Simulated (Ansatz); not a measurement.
Ge: opening a crack plane

Ge, I4_1/amd, a = 5.126 Å, c = 2.793 Å. This isn't the element's structure at ambient conditions. Ansatz: PBEsol, PAW, 420 eV, Γ-centred 22×16×4 mesh on 8 atoms, Gaussian smearing 0.15 eV; no spin polarisation. One cut on (-110) per cell of 8 atoms is opened rigidly by x, between planes of Ge and Ge that stand 1.81 Å apart; y is the energy per area (10.125 Å², 1 eV/Å² = 16.02 J/m²).

| x (Å) | y (J/m²) |
| --- | --- |
| 0.00 | 0.000 |
| 0.50 | 0.388 |
| 1.00 | 0.929 |
| 2.00 | ? |
| 3.00 | 1.736 |
| 6.00 | 1.775 |

Question: Fit the universal binding curve y = W[1 − (1 + x/l) e^(−x/l)] to the other rows, give the peak stress, and predict the missing value.

Answer: Least squares gives W = 1.78 J/m² and l = 0.572 Å. The stress dy/dx peaks at x = l with W/(e l) = 11.4 GPa, for rigid faces. At x = 2.00: x/l = 3.497, y = 1.537 J/m². The run gave 1.556 J/m², so the fit is 0.019 J/m² too low, a small miss on the scale of the series.

Cost: 6 runs of about 11 core-minutes in all, on AMD EPYC 9R45 (Zen 5) (shared hosts).